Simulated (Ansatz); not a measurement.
# MgO (Fm-3m) in Ansatz: convergence with basis error

Aim: find how far basis error must go before the results for MgO settle, at LDA. This setting moves, with any that are tied to it; all else stays.

Program: Ansatz 0.2.0. These are calculated values, not measurements. Logs are shortened: lines on timing, memory, paths and dates and some standing lists are left out, and cuts for length are marked.

### Step 1. Starting point

Symmetry: Fm-3m, No. 225, cubic system. The conventional cell has a = 4.194 Å, b = 4.194 Å, c = 4.194 Å, α = 90.00°, β = 90.00°, γ = 90.00°. Mg (site symmetry m-3m) has 6 O at 2.10 Å as nearest neighbours. O (site symmetry m-3m) has 6 Mg at 2.10 Å as nearest neighbours.

The cell is a database's computed one.

### Step 2. With basis error 0.03 eV/atom

Input file input.yaml:

```yaml
crystal:
  lattice:
    - [0.0, 2.0970013927, 2.0970013927]
    - [2.0970013927, 0.0, 2.0970013927]
    - [2.0970013927, 2.0970013927, 0.0]
  atoms:
    - { symbol: Mg, position: [0.0, 0.0, 0.0] }
    - { symbol: O, position: [0.5, 0.5, 0.5] }
kpoints:
  mp_grid: { grid: [11, 11, 11] }
scf:
  occupations: { method: fermi_dirac, width: 0.05 }
hamiltonian:
  xc: lda
  pseudopotentials: { kind: all_electron, lapw: { basis_error: 0.03 } }
output:
  forces: true
  stress: true
  eigenvalues: true
```

Potentials or basis: all-electron LAPW, scalar-relativistic.

On the command line:

```sh
$ ansatz run input.yaml --threads 1 --pin off --max-ram 3072MiB --backend cpu --events-out ev --progress --plain --runs-dir out
```

Run time: 1.5 s. Hardware: 1 thread of Intel Xeon 6975P-C (Granite Rapids), shared host; peak memory 0.26 GiB.

Results:

```yaml
Free_energy: -7468.6747 eV
Pressure: -3.7 GPa
Band_gap_on_the_k_mesh: 4.78 eV, direct
```

### Step 3. With basis error 0.01 eV/atom

input.yaml, as its differences from that of step 2:

```diff
@@ -14,3 +14,3 @@
   xc: lda
-  pseudopotentials: { kind: all_electron, lapw: { basis_error: 0.03 } }
+  pseudopotentials: { kind: all_electron, lapw: { basis_error: 0.01 } }
 output:
```

Potentials or basis: all-electron LAPW, scalar-relativistic.

On the command line:

```sh
$ ansatz run input.yaml --threads 1 --pin off --max-ram 3072MiB --backend cpu --events-out ev --progress --plain --runs-dir out
```

Wall time 2.1 s (1 thread of Intel Xeon 6975P-C (Granite Rapids), shared host); peak memory 0.26 GiB.

Results:

| Item | Value |
| --- | --- |
| Free energy | -7468.6866 eV |
| Pressure | -3.8 GPa |
| Band gap on the k mesh | 4.78 eV, direct |

### Step 4. With basis error 0.003 eV/atom

input.yaml, as its differences from that of step 3:

```diff
@@ -14,3 +14,3 @@
   xc: lda
-  pseudopotentials: { kind: all_electron, lapw: { basis_error: 0.01 } }
+  pseudopotentials: { kind: all_electron, lapw: { basis_error: 0.003 } }
 output:
```

On the command line:

```sh
$ ansatz run input.yaml --threads 1 --pin off --max-ram 3072MiB --backend cpu --events-out ev --progress --plain --runs-dir out
```

It took 2.4 s on 1 thread of Intel Xeon 6975P-C (Granite Rapids), shared host; peak memory 0.28 GiB.

What came out:

| Item | Value |
| --- | --- |
| Free energy | -7468.6907 eV |
| Pressure | -3.8 GPa |
| Band gap on the k mesh | 4.78 eV, direct |

### Step 5. With basis error 0.001 eV/atom

input.yaml, as its differences from that of step 4:

```diff
@@ -14,3 +14,3 @@
   xc: lda
-  pseudopotentials: { kind: all_electron, lapw: { basis_error: 0.003 } }
+  pseudopotentials: { kind: all_electron, lapw: { basis_error: 0.001 } }
 output:
```

On the command line:

```sh
$ ansatz run input.yaml --threads 1 --pin off --max-ram 3072MiB --backend cpu --events-out ev --progress --plain --runs-dir out
```

Wall time 3.1 s (1 thread of Intel Xeon 6975P-C (Granite Rapids), shared host); peak memory 0.31 GiB.

Results:

* Free energy: -7468.6919 eV
* Pressure: -3.9 GPa
* Band gap on the k mesh: 4.78 eV, direct

### Step 6. With basis error 0.0003 eV/atom

input.yaml, as its differences from that of step 5:

```diff
@@ -14,3 +14,3 @@
   xc: lda
-  pseudopotentials: { kind: all_electron, lapw: { basis_error: 0.001 } }
+  pseudopotentials: { kind: all_electron, lapw: { basis_error: 0.0003 } }
 output:
```

Potentials or basis: all-electron LAPW, scalar-relativistic.

On the command line:

```sh
$ ansatz run input.yaml --threads 1 --pin off --max-ram 3072MiB --backend cpu --events-out ev --progress --plain --runs-dir out
```

Run time: 3.9 s. Hardware: 1 thread of Intel Xeon 6975P-C (Granite Rapids), shared host; peak memory 0.34 GiB.

Results (log left out):

```
Free energy            : -7468.6923 eV
Pressure               : -3.9 GPa
Band gap on the k mesh : 4.78 eV, direct
```

### Step 7. With basis error 0.0001 eV/atom

input.yaml, as its differences from that of step 6:

```diff
@@ -14,3 +14,3 @@
   xc: lda
-  pseudopotentials: { kind: all_electron, lapw: { basis_error: 0.0003 } }
+  pseudopotentials: { kind: all_electron, lapw: { basis_error: 0.0001 } }
 output:
```

Potentials or basis: all-electron LAPW, scalar-relativistic.

On the command line:

```sh
$ ansatz run input.yaml --threads 1 --pin off --max-ram 3072MiB --backend cpu --events-out ev --progress --plain --runs-dir out
```

The log of the run:

```text
Warning: RAYON_NUM_THREADS=1 ignored (pool sized by the plan → 1); use --threads N
LAPW: plane waves up to 10.357 Å⁻¹, error target 1.0e-4 eV per atom; small_component_spin mean_spin; O in spheres of 1.028 Å, 8 of its electrons in bands, Dirac shells []; Mg in spheres of 1.069 Å, 10 of its electrons in bands, Dirac shells [] (how accurate: hamiltonian.pseudopotentials.lapw.basis_error, Limitations)
Engine: ansatz 0.2.0, x86_64-unknown-linux-gnu
Pseudopotentials: kind: all_electron
Pseudopotential: Mg, LAPW, valence charge 10, lapw/all_electron/scalar/gaussian/Mg, Koelling and Harmon's equation, gaussian nucleus
Pseudopotential: O, LAPW, valence charge 8, lapw/all_electron/scalar/gaussian/O, Koelling and Harmon's equation, gaussian nucleus
Functional definition: SPW92
  exchange = slater_x
  correlation = pw_c
Crystal: 2 atoms, lattice volume = 18.443 Å³
Basis set: ecut = 408.6850631630012 eV, 331 PW (Γ), exchange–correlation at level 2
Bands: 13, of which v1, the nominal top of the filled ones, is band 9 counted from 1 (8 counted from 0)
Symmetry: 48 space group operations
Space group: Fm-3m (ITA 225), of the structure as read, at distance tolerance 2.6e-5 Å
k-points: 56 of 1331
Non-local potential: Mg, projectors of the file, none
Non-local potential: O, projectors of the file, none
Initial density: superposition of atomic densities (chi_scale 0.1, normalization cell, long waves kept (reshape's long-wave potential 0.00 eV rms))
Initial wavefunctions: plane waves of lowest kinetic energy (no species holds an atomic orbital)
Functional: x = slater, c = lda
iter 1 solved again at ethr=1.24e-2 eV; its pass at ethr=1.00e-1 eV (dr2=2.24e0 eV) is discarded
SCF iter   1: F=—  HF=-7470.255251 eV  |F-HF|=—  |Δ(HF+E_count)|=         —  Δρ=1.07e-1  dr2=2.23e0  ethr=1.24e-2  ⟨swp⟩=2.0  Hψ=4839  notcnv=0
preconditioner: auto → none  [insulator: Δε(μ)=6.808 eV  Ē_g=20.222 eV  σ=0.050 eV  W_gap=1.00  n_scr=8 (ndim 8)  ℏωp=24.5 eV  f_vac=0.000  D(μ)=0.00/eV (n_scr^D=0)  ε∞_Penn≈2.5]
iter 2 solved again at ethr=2.66e-4 eV; its pass at ethr=1.24e-2 eV (dr2=4.79e-2 eV) is discarded
SCF iter   2: F=—  HF=-7469.032372 eV  |F-HF|=—  |Δ(HF+E_count)|=    1.22e0  Δρ=2.19e-2  dr2=4.78e-2  ethr=2.66e-4  ⟨swp⟩=2.2  Hψ=3873  notcnv=0
SCF iter   3: F=—  HF=-7468.707954 eV  |F-HF|=—  |Δ(HF+E_count)|=   3.24e-1  Δρ=1.59e-2  dr2=5.03e-2  ethr=2.66e-4  ⟨swp⟩=3.0  Hψ=2365  notcnv=0
SCF iter   4: F=—  HF=-7468.692516 eV  |F-HF|=—  |Δ(HF+E_count)|=         —  Δρ=7.47e-4  dr2=6.93e-5  ethr=2.66e-4  ⟨swp⟩=2.0  Hψ=2105  notcnv=0
the basis was enlarged: its passes take 76.9 KiB over the memory plan, 1 of 1 planned eigensolver slots
SCF iter   5: F=—  HF=-7468.692438 eV  |F-HF|=—  |Δ(HF+E_count)|=   7.86e-5  Δρ=8.79e-5  dr2=4.29e-7  ethr=3.85e-7  ⟨swp⟩=2.8  Hψ=2032  notcnv=0
SCF iter   6: F=—  HF=-7468.692438 eV  |F-HF|=—  |Δ(HF+E_count)|=   1.26e-7  Δρ=9.36e-6  dr2=9.10e-9  ethr=2.38e-9  ⟨swp⟩=3.0  Hψ=2096  notcnv=0
SCF iter   7: F=-7468.692437 eV  HF=-7468.692437 eV  |F-HF|=3.09e-10  |Δ(HF+E_count)|=   2.60e-7  Δρ=1.51e-6  dr2=2.75e-10  ethr=5.05e-11  ⟨swp⟩=2.9  Hψ=2043  notcnv=0
SCF 1 converged in 7 iterations: F = -7468.692437 eV  dr2 = 2.75e-10
SCF converged after 7 iterations
Free energy (F): -7468.692437 eV
Harris-Foulkes:  -7468.692437 eV  (|F-HF|=3.09e-10)
Internal energy: -7468.692437 eV  (E = F + TS)
E sigma→0 (E₀):  -7468.692437 eV
Fermi energy:    10.095012 eV
--- Per-component energies (eV) ---
  E_band       = -1280.492276
  E_kinetic    = 7461.003346
  E_xc         = -648.232868
  E_electrostatic = -14281.462916  (all electrons and nuclei)
  E_smearing   = -0.000000  (= −TS)
  E_closure    = 0.000000  (closes the sum)
  E_atoms      = -7455.442957  (free atoms, spherical and without spin; not in F)
  Σ components = -7468.692437   (vs F -7468.692437, Δ=0.00e0)
  Basis errors (estimates in eV, not in F): energy 3.9e-5 per atom: plane waves 3.5e-5 (1.8e-5 summed), levels above the bands 5.9e-129, relativity 4.9e-9, radial functions 4.0e-6, core shells 4.3e-12; eigenvalues (radial functions only) 1.1e-6; not estimated: angular momenta, meshes, grids; target (lapw.basis_error) 1.0e-4; muffin-tin radii O 1.028 Å, Mg 1.069 Å
--- Forces (eV/Å), atoms counted from 1 ---
  atom   1  Mg     0.00000000    -0.00000000    -0.00000000
  atom   2  O      0.00000000    -0.00000000     0.00000000
  max |Σ_I F_I| component: 2.09e-30 eV/Å
--- Stress (GPa, compression-positive) ---
       -3.857616      -0.000000      -0.000000
       -0.000000      -3.857616      -0.000000
       -0.000000      -0.000000      -3.857616
  P = ⅓ Tr σ = -3.8576 GPa (-38.576 kbar)
--- Band table (eV; the first three rows and the last of 56) ---
  k-point 0: bands = ["-491.5738", "-63.7876", "-31.1782", "-31.1782", "-31.1782", "-9.4227", "7.6427", "7.6427", "7.6427", "12.4272", "23.2587", "23.2587", "23.2587"]
  k-point 1: bands = ["-491.5738", "-63.7868", "-31.1859", "-31.1790", "-31.1790", "-9.3268", "7.0845", "7.5843", "7.5843", "12.9544", "22.1841", "23.4621", "23.4621"]
  k-point 2: bands = ["-491.5738", "-63.7846", "-31.2063", "-31.1811", "-31.1811", "-9.0583", "5.8930", "7.4319", "7.4319", "14.0142", "20.7542", "23.9132", "23.9132"]
  k-point 55: bands = ["-491.5738", "-63.7743", "-31.2369", "-31.2333", "-31.2094", "-7.7145", "4.4670", "4.6785", "5.9620", "18.7701", "19.4599", "19.6938", "23.3601"]
```

Run time: 5.5 s. Hardware: 1 thread of Intel Xeon 6975P-C (Granite Rapids), shared host; peak memory 0.36 GiB.

Results:

| Item | Value |
| --- | --- |
| Free energy | -7468.6924 eV |
| Pressure | -3.9 GPa |
| Band gap on the k mesh | 4.78 eV, direct |

### Step 8. The series at a glance

```
   basis error  energy less the tightest run, at zero smearing (meV/atom)  pressure (GPa)  SCF cycles  CPU time (s)  peak memory (GiB)
  0.03 eV/atom                                                       8.88           -3.73           7           1.5               0.26
  0.01 eV/atom                                                       2.90           -3.82           7           2.1               0.26
 0.003 eV/atom                                                       0.86           -3.85           7           2.4               0.28
 0.001 eV/atom                                                       0.26           -3.85           7           3.1               0.31
0.0003 eV/atom                                                       0.06           -3.86           7           3.9               0.34
0.0001 eV/atom                                                       0.00           -3.86           7           5.4               0.36
```

Against the tightest run, the energy stays within 1 meV/atom from 0.003 eV/atom on; the pressure stays within 0.1 GPa from 0.01 eV/atom on. The tightest run that finished is the yardstick and may itself not be fully converged.
